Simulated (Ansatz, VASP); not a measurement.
# Na in VASP and in Ansatz

```xyz
1
Lattice="-1.7769 1.7769 2.9781 1.7769 -1.7769 2.9781 1.7769 1.7769 -2.9781" Properties=species:S:1:pos:R:3 pbc="T T T"
Na    0.0000    0.0000    0.0000
```

Alike in both runs: task single point; functional PBEsol; k mesh 20 × 20 × 20; occupations gaussian, width 0.15 eV; no spin polarisation.

|  | VASP | Ansatz |
| --- | --- | --- |
| version | VASP 6.6.1 | Ansatz 0.2.0 |
| potentials or method | VASP PAW PBE potentials, release 64 (Na_pv) | scalar-relativistic, plane waves, PAW |
| plane-wave cutoff (eV) | 520 | 420 |
| valence electrons in the cell | 7 | 9 |

|  | VASP | Ansatz | Ansatz less VASP |
| --- | --- | --- | --- |
| gap on the k mesh at the Fermi level (eV) | none | none | - |
| pressure (GPa) | -0.2 | -0.2 | -0.02 |
| largest component of the traceless stress (GPa) | 0.49 | 0.49 | 0.000 |

A gap of «none» marks a metal or a gap that the smearing closes. The two sets of potentials don't hold the same shells in valence.

Caveats: the PAW data sets were made with another functional, which shifts forces and pressure a little (VASP).
